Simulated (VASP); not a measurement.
Input of a VASP 6.6.1 run:

The input POSCAR:

```
TaN
1.0
    2.9217699809      0.0000000000      0.0000000000
   -1.4608849905      2.5303270275      0.0000000000
    0.0000000000      0.0000000000      5.9165150000
Ta N
2 2
Direct
    0.0000000000      0.0000000000      0.5000000000
    0.0000000000      0.0000000000      0.0000000000
    0.3333333333      0.6666666667      0.2500000000
    0.6666666667      0.3333333333      0.7500000000
```

INCAR.step1

```
PREC = Accurate
ENCUT = 600
EDIFF = 1E-8
ISMEAR = 0
SIGMA = 0.02
LREAL = F
LASPH = T
NELM = 100
ALGO = Fast
ISIF = 3
LWAVE = F
LCHARG = F
GGA = PS
IBRION = 2
NSW = 40
EDIFFG = -0.002
```

INCAR.step2

```
PREC = Accurate
ENCUT = 600
EDIFF = 1E-8
ISMEAR = 0
SIGMA = 0.02
LREAL = F
LASPH = T
NELM = 100
ALGO = Fast
ISIF = 2
LWAVE = F
LCHARG = F
GGA = PS
IBRION = 6
NFREE = 2
POTIM = 0.015
NSW = 1
```

The input KPOINTS:

```
Automatic mesh
0
Gamma
  7 7 4
```

Potentials or basis: VASP PAW PBE potentials, release 64 (Ta_pv, N).

Command:

```bash
$ cat potpaw_PBE.64/Ta_pv/POTCAR potpaw_PBE.64/N/POTCAR > POTCAR
$ cp INCAR.step1 INCAR
$ mpirun -np 1 vasp_std > vasp.out
$ cp CONTCAR POSCAR
$ cp INCAR.step2 INCAR
$ mpirun -np 1 vasp_std > vasp.out
```

Q: Estimate the highest phonon frequency at Γ, LO-TO splitting left out.

A: 563 cm⁻¹.

Q: Estimate the space group after relaxing (to 0.05 Å).

A: P6_3/mmc (No. 194).

Q: Estimate the relaxed cell.

A: a = 2.888 Å, b = 2.888 Å, c = 5.876 Å, α = 90.00°, β = 90.00°, γ = 120.00°.

Q: Estimate the relaxed volume.

A: 10.61 Å³/atom.

Phonon frequencies in cm⁻¹ (negative: imaginary):
```
              q point                                frequencies
(0.000, 0.000, 0.000)  0 0 0 148 148 269 425 425 505 505 523 563
```

Caveat: the PAW data sets were made with another functional, which shifts forces and pressure a little. The run has no spin-orbit coupling, so splittings on Ta are missing.
